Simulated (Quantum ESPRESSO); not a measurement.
Runs of Quantum ESPRESSO 7.5 on CoO. It takes space group F-43m (No. 216, cubic). Conventional cell: a = 4.687 Å, b = 4.687 Å, c = 4.687 Å, α = 90.00°, β = 90.00°, γ = 90.00°. Co (site symmetry -43m) is surrounded by 4 O at 2.03 Å. O (site symmetry -43m) has 4 Co at 2.03 Å as nearest neighbours. Measurements of this composition are mostly on another form, of space group No. 225.

```csv
level,form of the LDA correlation,gap on the mesh (eV),pressure (GPa),moment (μB)
revPBE+U,-,(a),-2.9,3.00
PBE+U,-,0.40,-6.1,3.00
PW91+U,-,0.39,-6.7,3.00
LDA+U,PZ81,0.12,(b),3.00
PBEsol+U,-,0.22,(c),3.00
RPBE+U,-,0.52,-1.8,3.00
```

Alike in all rows: task single point; potentials or basis PseudoDojo 0.4 SR PBEsol stringent; spin collinear, ferromagnetic start; Co d U = 2 eV; cell as given; k mesh 7 × 7 × 7; cutoff (eV) 1415; smearing gaussian 0.05 eV.

Question: Fill in the values left out.

Answer: (a) 0.49; (b) -18.0; (c) -12.2.

Caveats: an odd mesh through Γ misses points on the zone boundary, where band edges often lie; a cell with one magnetic atom can't hold antiferromagnetic order, which such compounds often take; the potentials were made for another functional, which shifts forces and pressure (some runs).
